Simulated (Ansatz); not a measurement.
**Stiffness of BaS from strained cells**

```xyz
2
Lattice="0.0000 3.1938 3.1938 3.1938 0.0000 3.1938 3.1938 3.1938 0.0000" Properties=species:S:1:pos:R:3 pbc="T T T"
Ba    0.0000    0.0000    0.0000
S     3.1938    3.1938    3.1938
```

Atoms are numbered in the order listed.

Conventional cell: a = 6.388 Å, b = 6.388 Å, c = 6.388 Å, α = 90.00°, β = 90.00°, γ = 90.00°. Ba (atom 1) is surrounded by 6 S at 3.19 Å. S (atom 2) is surrounded by 6 Ba at 3.19 Å.

The cell is COD entry 9008600, as deposited and not checked against the literature; nothing was relaxed.

Spin–orbit coupling is left out, though it moves levels of the heavy atoms by tenths of an eV or more.

Theory: DFT, PBE, all-electron LAPW, scalar-relativistic in Ansatz 0.2.0.

Sampling and basis: a Γ-centred 8×8×8 k mesh, Fermi–Dirac smearing of 0.02 eV, basis error target 0.25 meV/atom, no spin polarisation.

The unstrained cell is at 0.83 GPa. Large strains and very small stresses are left out. Each strain is applied once, with fractional coordinates held (clamped ions), and σ below is the change of stress, positive in tension. One finite strain gives stress–strain coefficients at this pressure with an error of the order of the strain times third-order constants, a few per cent for each per cent of strain.

Task: Estimate the stiffness probed by this change, and the stress that it gives: equal xy, yz and zx engineering shear strains of -1 %.

Result: σxy = -0.18 GPa and γxy = 2εxy = -0.0100, so C44 (clamped ions) = σxy/γxy = 18 GPa.

Task: With equal xy, yz and zx engineering shear strains of +1 %, the run gives σxy = 0.19 GPa and γxy = 2εxy = 0.0100. Which stiffness follows?

Result: C44 (clamped ions) = σxy/γxy = 19 GPa.

Task: The two estimates of C44 (clamped ions) differ. Why, and which value is best?

Result: Finite strains add third-order terms, which change sign with the strain; interpolating the two linearly to zero strain gives 18 GPa, the better value.
